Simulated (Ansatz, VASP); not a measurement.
**GaN in two plane-wave programs**

Aim: how closely do two programs agree when they are given the same cell, functional and k mesh?

Method: plane waves, with VASP 6.6.1 beside it; relaxation of cell and atoms at LDA and zone-centre phonons at LDA, in Ansatz 0.2.0.

## (1) Set-up

Symmetry: F-43m, No. 216, cubic system. The conventional cell has a = 4.460 Å, b = 4.460 Å, c = 4.460 Å, α = 90.00°, β = 90.00°, γ = 90.00°. Ga has 4 N at 1.93 Å nearest. Nearest to N lie 4 Ga at 1.93 Å. Farther neighbours and most contacts between anions are not listed.

As a file:

```cif
data_structure
_symmetry_space_group_name_H-M 'F-43m'
_symmetry_Int_Tables_number 216
_cell_length_a 4.4605
_cell_length_b 4.4605
_cell_length_c 4.4605
_cell_angle_alpha 90.000
_cell_angle_beta 90.000
_cell_angle_gamma 90.000
_cell_volume 88.74
loop_
_atom_site_label
_atom_site_type_symbol
_atom_site_symmetry_multiplicity
_atom_site_Wyckoff_symbol
_atom_site_fract_x
_atom_site_fract_y
_atom_site_fract_z
_atom_site_occupancy
Ga1 Ga 4 a 0.00000 0.00000 0.00000 1
N1 N 4 d 0.25000 0.25000 0.75000 1
```

## (2) VASP: relaxation of cell and atoms, LDA

The relaxed volume is the usual yardstick between codes: its relative difference is about their pressure difference at one cell divided by the bulk modulus.

Lines of VASP's logs that name or quote its potential files are left out, and so is its time.

INCAR

```
SYSTEM = GaN
PREC = Accurate
ENCUT = 520
EDIFF = 1E-08
NELM = 100
ISMEAR = 0
SIGMA = 0.01
LREAL = .FALSE.
ALGO = Normal
GGA = CA
NBANDS = 15
LWAVE = .FALSE.
LCHARG = .FALSE.
KPAR = 2
IBRION = 2
NSW = 60
ISIF = 3
EDIFFG = -0.001
```

POSCAR

```
GaN
1.0
    0.0000000000      2.2302261824      2.2302261824
    2.2302261824      0.0000000000      2.2302261824
    2.2302261824      2.2302261824      0.0000000000
Ga N
1 1
Direct
    0.0000000000      0.0000000000      0.0000000000
    0.2500000000      0.2500000000      0.2500000000
```

KPOINTS

```
Automatic mesh
0
Gamma
10 10 10
0 0 0
```

Potentials, in the order of the species: Ga_d and N (PBE family, release 64).

Started as:

```console
$ mpirun -np 2 vasp_std
```

Numbers of over 12 decimals in the logs are rounded to 6 here.

What it wrote:

```text
[banner, memory and clock lines left out]
running    2 mpi-ranks, on    1 nodes
 distrk:  each k-point on    1 cores,    2 groups
 distr:  one band on    1 cores,    1 groups

 POSCAR found type information on POSCAR GaN
 POSCAR found :  2 types and       2 ions
|                                                                             |
|               ----> ADVICE to this user running VASP <----                  |
|                                                                             |
|     You enforced a specific xc type in the INCAR file but a different       |
|     [... a line on the potential file left out ...]
|     I HOPE YOU KNOW WHAT YOU ARE DOING!                                     |
|                                                                             |

 LDA part: xc-table for (Slater(with rela. corr.)+CA(PZ))
 , standard interpolation
 POSCAR, INCAR and KPOINTS ok, starting setup
 FFT: planning ... GRIDC
 FFT: planning ... GRID_SOFT
 FFT: planning ... GRID
 WAVECAR not read
 entering main loop
       N       E                     dE             d eps       ncg     rms          rms(c)
DAV:   1     0.845323194118E+02    0.84532E+02   -0.95234E+03  1522   0.221E+03
DAV:   2    -0.980412366670E+01   -0.94336E+02   -0.87770E+02  1669   0.345E+02
DAV:   3    -0.158551413388E+02   -0.60510E+01   -0.60251E+01  1550   0.759E+01
DAV:   4    -0.159340805207E+02   -0.78939E-01   -0.78920E-01  1863   0.925E+00
DAV:   5    -0.159350530954E+02   -0.97257E-03   -0.97257E-03  1593   0.894E-01    0.740E+00
DAV:   6    -0.140456235360E+02    0.18894E+01   -0.47496E+00  2129   0.450E+01    0.268E+00
DAV:   7    -0.140254198617E+02    0.20204E-01   -0.29030E-01  1522   0.631E+00    0.171E+00
DAV:   8    -0.140020623337E+02    0.23358E-01   -0.68162E-02  1705   0.281E+00    0.727E-01
DAV:   9    -0.139983271725E+02    0.37352E-02   -0.13412E-02  1965   0.244E+00    0.198E-01
DAV:  10    -0.139984049200E+02   -0.77747E-04   -0.13778E-03  1704   0.480E-01    0.113E-01
DAV:  11    -0.139983745190E+02    0.30401E-04   -0.10192E-04  2192   0.188E-01    0.173E-02
DAV:  12    -0.139983751616E+02   -0.64258E-06   -0.92616E-06  1717   0.385E-02    0.114E-02
DAV:  13    -0.139983750702E+02    0.91426E-07   -0.37972E-07  1783   0.783E-03    0.416E-03
DAV:  14    -0.139983750534E+02    0.16836E-07   -0.79718E-08  1687   0.214E-03    0.656E-04
DAV:  15    -0.139983750509E+02    0.24684E-08   -0.23673E-09   943   0.620E-04
   1 F= -.13998375E+02 E0= -.13998375E+02  d E =-.139984E+02
 curvature:   0.00 expect dE= 0.000E+00 dE for cont linesearch  0.000E+00
 trial: gam= 0.00000 g(F)=  0.182E-44 g(S)=  0.682E-06 ort = 0.000E+00 (trialstep = 0.100E+01)
 search vector abs. value=  0.682E-06
 bond charge predicted
       N       E                     dE             d eps       ncg     rms          rms(c)
DAV:   1    -0.139983827838E+02   -0.77304E-05   -0.87959E-05  1690   0.252E-01    0.166E-02
DAV:   2    -0.139983768269E+02    0.59569E-05   -0.83822E-06  1767   0.946E-02    0.736E-03
DAV:   3    -0.139983753767E+02    0.14502E-05   -0.12710E-06  1704   0.437E-02    0.188E-03
DAV:   4    -0.139983751743E+02    0.20241E-06   -0.19000E-07  1853   0.587E-03    0.197E-04
DAV:   5    -0.139983751710E+02    0.32928E-08   -0.66976E-09   954   0.114E-03
   2 F= -.13998375E+02 E0= -.13998375E+02  d E =-.120119E-06
 trial-energy change:   -0.000000  1 .order    0.000000   -0.000001    0.000001
 step:   0.6262(harm=  0.4842)  dis= 0.00000  next Energy=   -13.998375 (dE=-0.248E-06)
 bond charge predicted
       N       E                     dE             d eps       ncg     rms          rms(c)
DAV:   1    -0.139983763421E+02   -0.11678E-05   -0.12277E-05  1676   0.942E-02    0.619E-03
DAV:   2    -0.139983755018E+02    0.84030E-06   -0.11778E-06  1774   0.354E-02    0.273E-03
DAV:   3    -0.139983753116E+02    0.19017E-06   -0.17694E-07  1704   0.163E-02    0.708E-04
DAV:   4    -0.139983752882E+02    0.23437E-07   -0.22457E-08  1312   0.217E-03    0.732E-05
DAV:   5    -0.139983752884E+02   -0.26830E-09   -0.38097E-09   775   0.730E-04
   3 F= -.13998375E+02 E0= -.13998375E+02  d E =-.237533E-06
 curvature:  -0.22 expect dE=-0.362E-08 dE for cont linesearch -0.362E-08
 trial: gam= 0.00000 g(F)=  0.472E-44 g(S)=  0.162E-07 ort =-0.105E-06 (trialstep = 0.925E+00)
 search vector abs. value=  0.163E-07
 reached required accuracy - stopping structural energy minimisation
```

OUTCAR, selected parts (step 2):

```text
ion  position               nearest neighbor table
   1  0.000  0.000  0.000-   2 1.93   2 1.93   2 1.93   2 1.93
   2  0.250  0.250  0.250-   1 1.93   1 1.93   1 1.93   1 1.93

  LATTYP: Found a face centered cubic cell.
 ALAT       =     4.4604523648

 Subroutine GETGRP returns: Found 24 space group operations
 (whereof 24 operations were pure point group operations)

The static configuration has the point symmetry T_d .

 Found     47 irreducible k-points:

   k-points           NKPTS =     47   k-points in BZ     NKDIM =     47   number of bands    NBANDS=     15

   dimension x,y,z NGX =    24 NGY =   24 NGZ =   24
   dimension x,y,z NGXF=    48 NGYF=   48 NGZF=   48

   ENCUT  =  520.0 eV  38.22 Ry    6.18 a.u.   5.86  5.86  5.86*2*pi/ulx,y,z

   NELECT =      18.0000    total number of electrons

 k-points in reciprocal lattice and weights: Automatic mesh
   0.00000000  0.00000000  0.00000000       0.001
   0.10000000  0.00000000  0.00000000       0.008
   0.20000000  0.00000000  0.00000000       0.008
   0.30000000  0.00000000  0.00000000       0.008
   0.40000000  0.00000000  0.00000000       0.008
   0.50000000  0.00000000  0.00000000       0.004
   0.10000000  0.10000000  0.00000000       0.006
   0.20000000  0.10000000  0.00000000       0.024
   0.30000000  0.10000000  0.00000000       0.024
[...]
-0.30000000  0.40000000  0.20000000       0.024
  -0.30000000  0.50000000  0.20000000       0.012

 average (electrostatic) potential at core
       1 -62.8771       2 -61.8118

 E-fermi :   5.3795

 k-point     1 :       0.0000    0.0000    0.0000
  band No.  band energies     occupation
    ...
      5      -7.8463      2.00000
      6      -7.8463      2.00000
      7       5.2866      2.00000
      8       5.2866      2.00000
      9       5.2866      2.00000
     10       7.2261      0.00000
     11      15.5982      0.00000
     12      15.5982      0.00000
     13      15.5982      0.00000
     14      23.0231      0.00000
    ...

 k-point     2 :       0.1000    0.0000    0.0000
  band No.  band energies     occupation
    ...
      5      -7.8478      2.00000
      6      -7.8478      2.00000
      7       4.2075      2.00000
      8       5.1737      2.00000
      9       5.1737      2.00000
     10       8.0392      0.00000
     11      15.0973      0.00000
     12      15.7689      0.00000
     13      15.7689      0.00000
     14      22.8709      0.00000
    ...

 k-point     3 :       0.2000    0.0000    0.0000
  band No.  band energies     occupation
    ...
      5      -7.8467      2.00000
      6      -7.8467      2.00000
      7       2.3515      2.00000
      8       4.8963      2.00000
      9       4.8963      2.00000
     10       9.0962      0.00000
     11      14.3174      0.00000
     12      16.0429      0.00000
     13      16.0429      0.00000
     14      21.7536      0.00000
    ...

  Total       -0.0004727     -0.0004727     -0.0004727      0.0000000      0.0000000     -0.0000000
  in kB       -0.0341283     -0.0341283     -0.0341283      0.0000000      0.0000000     -0.0000000
  external PRESSURE =      -0.0341283 kB  Pullay stress =       0.0000000 kB

  energy-cutoff  :      520.00
  volume of cell :       22.19
      direct lattice vectors                 reciprocal lattice vectors
     0.000000000  2.230329591  2.230329591    -0.224182113  0.224182113  0.224182113
     2.230329591 -0.000000000  2.230329591     0.224182113 -0.224182113  0.224182113
     2.230329591  2.230329591 -0.000000000     0.224182113  0.224182113 -0.224182113

 POSITION                                       TOTAL-FORCE (eV/Angst)
 -----------------------------------------------------------------------------------
      0.00000      0.00000      0.00000        -0.000000     -0.000000     -0.000000
      1.11516      1.11516      1.11516         0.000000      0.000000      0.000000
 -----------------------------------------------------------------------------------
    total drift:                                0.000002      0.000002      0.000002

  FREE ENERGIE OF THE ION-ELECTRON SYSTEM (eV)
  ---------------------------------------------------
  free  energy   TOTEN  =       -13.9983752884 eV

  energy  without entropy=      -13.9983752884  energy(sigma->0) =      -13.99837529

 reached required accuracy - stopping structural energy minimisation

[... 3 further parts left out ...]
```

The run keeps the 24 symmetry operations of its start, so it cannot find a distortion of lower symmetry.

## (3) Ansatz: relaxation of cell and atoms, LDA

Ansatz runs on its default PAW (the set named soft_2) files.

The same cell, functional (in two slightly different forms), mesh and smearing now go to Ansatz, which takes its cutoff from its data sets.

input.yaml

```yaml
crystal:
  lattice:
    - [0.0, 2.2302261824, 2.2302261824]
    - [2.2302261824, 0.0, 2.2302261824]
    - [2.2302261824, 2.2302261824, 0.0]
  atoms:
    - { symbol: Ga, position: [0.0, 0.0, 0.0] }
    - { symbol: "N", position: [0.25, 0.25, 0.25] }
hamiltonian:
  xc: lda
  pseudopotentials: { kind: paw }
kpoints:
  mp_grid: { grid: [10, 10, 10] }
scf:
  occupations: { method: gaussian, width: 0.01 }
relax:
  f_tol: 0.01
  max_steps: 60
  cell: { stress_tol: 0.05 }
output:
  forces: true
  stress: true
```

Started as:

```console
$ ansatz run input.yaml --threads 4 --pin off --max-ram 9216MiB --backend cpu --events-out ev --progress --plain --runs-dir out
```

What it wrote:

```text
Engine: ansatz 0.2.0, aarch64-unknown-linux-gnu
Pseudopotentials: kind: paw
Pseudopotential: Ga, paw, valence charge 13, recommended cutoff 420 eV (normal), Ga.paw.azcp
Pseudopotential: N, paw, valence charge 5, recommended cutoff 420 eV (normal), N.paw.azcp
Functional definition: SPW92
  exchange = slater_x
  correlation = pw_c
Crystal: 2 atoms, lattice volume = 22.186 Å³
Basis set: ecut = 420 eV, 411 PW (Γ)
Bands: 13, of which v1, the nominal top of the filled ones, is band 9 counted from 1 (8 counted from 0)
Symmetry: 24 space group operations
Space group: F-43m (ITA 216), of the structure as read, at distance tolerance 2.8e-5 Å
k-points: 47 of 1000 (time reversal used)
Non-local potential: Ga, projectors of the file, l = 0: 2, l = 1: 2, l = 2: 3, l = 3: 1
Non-local potential: N, projectors of the file, l = 0: 2, l = 1: 2, l = 2: 1
PAW form: soft (Blöchl's): semilocal exchange-correlation on the pseudo side does not see the compensation charge
PAW frozen core: Ga, regenerated for the run's functional, and the local potential with it (the file was generated under x = pbe(κ = 0.804, μ = 0.219515), c = pbe(β = 0.066725))
PAW frozen core: N, regenerated for the run's functional, and the local potential with it (the file was generated under x = pbe(κ = 0.804, μ = 0.219515), c = pbe(β = 0.066725))
PAW one-centre angular grid: Ga, 590 points (default); XC on 64 Gauss nodes
PAW one-centre angular grid: N, 110 points (default); XC on 64 Gauss nodes
Initial density: superposition of atomic densities (neutral atoms: chi_scale 0, normalization atom), corrected by the library's trained network
Initial wavefunctions: pseudopotential atomic-orbital guess
Functional: x = slater, c = lda
SCF iter   1: F=—  HF=-4082.093920 eV  |F-HF|=—  |Δ(HF+E_count)|=         —  Δρ=1.30e-2  dr2=3.54e-2  ethr=1.77e-3  ⟨swp⟩=5.0  Hψ=3312  notcnv=0
preconditioner: auto → none  [insulator: Δε(μ)=1.830 eV  Ē_g=18.871 eV  σ=0.010 eV  W_gap=1.00  n_scr=8 (ndim 8)  ℏωp=33.4 eV  f_vac=0.000  D(μ)=0.00/eV (n_scr^D=0)  ε∞_Penn≈4.1]
SCF iter   2: F=—  HF=-4082.084773 eV  |F-HF|=—  |Δ(HF+E_count)|=   9.15e-3  Δρ=4.63e-3  dr2=4.96e-3  ethr=1.97e-4  ⟨swp⟩=2.0  Hψ=1168  notcnv=0
SCF iter   3: F=—  HF=-4082.083445 eV  |F-HF|=—  |Δ(HF+E_count)|=   1.33e-3  Δρ=1.46e-3  dr2=1.75e-4  ethr=2.76e-5  ⟨swp⟩=2.8  Hψ=1127  notcnv=0
SCF iter   4: F=—  HF=-4082.083298 eV  |F-HF|=—  |Δ(HF+E_count)|=   1.46e-4  Δρ=3.92e-4  dr2=9.98e-6  ethr=9.73e-7  ⟨swp⟩=2.0  Hψ=1220  notcnv=0
SCF iter   5: F=—  HF=-4082.083298 eV  |F-HF|=—  |Δ(HF+E_count)|=   4.60e-7  Δρ=2.56e-5  dr2=7.07e-8  ethr=5.55e-8  ⟨swp⟩=2.8  Hψ=1016  notcnv=0
SCF iter   6: F=-4082.083298 eV  HF=-4082.083298 eV  |F-HF|=1.04e-9  |Δ(HF+E_count)|=   6.58e-9  Δρ=3.98e-6  dr2=2.46e-9  ethr=3.93e-10  ⟨swp⟩=2.4  Hψ=2033  notcnv=0
SCF 1 converged in 6 iterations: F = -4082.083298 eV  dr2 = 2.46e-9
  greatest PAW one-centre occupation: 0.996 electrons in one spin orbital (limit 2), on the Ga atom at site 0 (counted from 0), in its partial waves of l = 2
relax step   1: F+E_penalty+E_count = -4082.08329796 eV  Δ(F+E_penalty+E_count) = +0.000e0 eV  max|allowed force component| = 2.035e-16 eV/Å  Δτ_max = 0.0000 Å  P = -0.687 GPa  Ω = 22.186 Å³  (6 SCF iters, dr2 threshold 1.00e-7 eV, accepted)
[...]
relax step   2: F+E_penalty+E_count = -4082.08361194 eV  Δ(F+E_penalty+E_count) = -3.140e-4 eV  max|allowed force component| = 8.442e-17 eV/Å  Δτ_max = 0.0000 Å  P = -0.277 GPa  Ω = 22.142 Å³  energy of the carried Pulay correction = +1.814e-4 eV  (6 SCF iters, dr2 threshold 2.00e-7 eV, accepted)
[...]
relax step   3: F+E_penalty+E_count = -4082.08376016 eV  Δ(F+E_penalty+E_count) = -1.482e-4 eV  max|allowed force component| = 4.163e-17 eV/Å  Δτ_max = 0.0000 Å  P = +0.001 GPa  Ω = 22.112 Å³  energy of the carried Pulay correction = +3.040e-4 eV  (6 SCF iters, dr2 threshold 1.92e-7 eV, accepted)
[...]
relax step   4: F+E_penalty+E_count = -4082.08345136 eV  Δ(F+E_penalty+E_count) = +3.088e-4 eV  max|allowed force component| = 3.123e-17 eV/Å  Δτ_max = 0.0000 Å  P = -0.017 GPa  Ω = 22.112 Å³  stress off target by 1.71e-2 GPa  SCF on the basis re-selected at this cell (its energy is not comparable with the rows above)  (6 SCF iters)
basis re-selected at this cell: Δ(F+E_penalty+E_count) = +3.088e-4 eV, ΔP = -0.018 GPa vs the last step (what re-selecting the basis moved, of the pressure what is left beyond the Pulay correction that the steps carried, after the strain that the cell walked since its last selection, with what the two solves' SCF thresholds leave and, on support functions, any second-order correction that the steps lacked; it is no m [...]
SCF converged after 6 iterations
Free energy (F): -4082.083451 eV
Harris-Foulkes:  -4082.083451 eV  (|F-HF|=2.27e-12)
Internal energy: -4082.083451 eV  (E = F + TS)
E sigma→0 (E₀):  -4082.083451 eV
Fermi energy:    10.793633 eV
--- Per-component energies (eV) ---
  E_band       = -4.672257
  E_kinetic    = 247.960424
  E_local      = -1926.149864  (includes V_loc(G=0)·N_el)
  E_nonlocal   = 477.638383
  E_hartree    = 885.638202
  E_xc         = -128.238684
  E_vxc        = -134.715152  (∫ρ·V_xc dr)
  E_paw        = -2034.957458  (= ΣΔE_a)
  E_vpaw       = -440.682459  (= ΣTr[D̂ρ^β])
  E_aug_tail   = 0.000006  (compensation charges beyond the density's cutoff)
  E_ewald      = -1605.782985
  E_core_change = 1.808524  (= ΣΔE_core)
  E_smearing   = -0.000000  (= −TS)
  E_closure    = 0.000000  (closes the sum)
  Σ components = -4082.083451   (vs F -4082.083451, Δ=0.00e0)
--- Forces (eV/Å), atoms counted from 1 ---
  atom   1  Ga     0.00000000     0.00000000    -0.00000000
  atom   2  N     -0.00000000    -0.00000000     0.00000000
  max |Σ_I F_I| component: 2.78e-17 eV/Å
--- Stress (GPa, compression-positive) ---
       -0.017081      -0.000000      -0.000000
       -0.000000      -0.017081       0.000000
       -0.000000       0.000000      -0.017081
  P = ⅓ Tr σ = -0.0171 GPa (-0.171 kbar)
--- Relaxed structure (3 steps of the walk, 3 accepted, 1 SCFs on fresh bases) ---
  F+E_penalty+E_count = -4082.08345136 eV   max|allowed force component| = 3.123e-17 eV/Å   (the final SCF, on the basis selected at the relaxed cell)
  cell:  # Å, volume = 22.1121 Å³
    - [0, 2.227752, 2.227752]
    - [2.227752, 0, 2.227752]
    - [2.227752, 2.227752, 0]
  atoms:
    - { symbol: Ga, position: [0, 0, 0] }
    - { symbol: N, position: [0.25, 0.25, 0.25] }
```

The job ended after 3 s (4 threads of Arm Neoverse N1, shared host; peak memory 0.28 GiB; 9.3 s of CPU time).

## (4) Side by side

Known differences besides the potentials themselves: the two LDA forms differ slightly; both relaxations stop at a tolerance, which leaves soft axes loose, and VASP keeps its plane-wave basis; the cutoff is 420 eV in Ansatz and 520 eV in VASP; Ansatz makes its cores anew for this functional, VASP keeps those of its PBE data sets; VASP's log shows a relativistic correction to its local exchange, Ansatz's none; Ansatz adds a Pulay correction to the stress that steers its cell, VASP none. Total energies have different zeros and are not compared.

Compared:

```
                                         quantity  Ansatz   VASP  difference
                                      volume (Å³)   22.11  22.19     -0.35 %
edge a after relaxation, in the typed setting (Å)   3.151  3.154     -0.12 %
```

The walks stopped with -0.02 GPa left in Ansatz and 0.00 GPa in VASP; each walk ends within a tolerance, so the volume difference is uncertain by about these residues over the bulk modulus, most in soft cells.

[end of part 1 of 2]

[Lines on the potential files, build, host, timing and source positions are cut from VASP's logs without a mark.]

[Logs are printed without paths, hosts, clocks, repeated set-up lines and the standing remarks that a program may print on its own settings, such as how far it seeks lower states.]

[Hosts, paths, dates, database ids (printed as entryN), source tags and the programs' standing remarks are cut or masked in the printed files.]
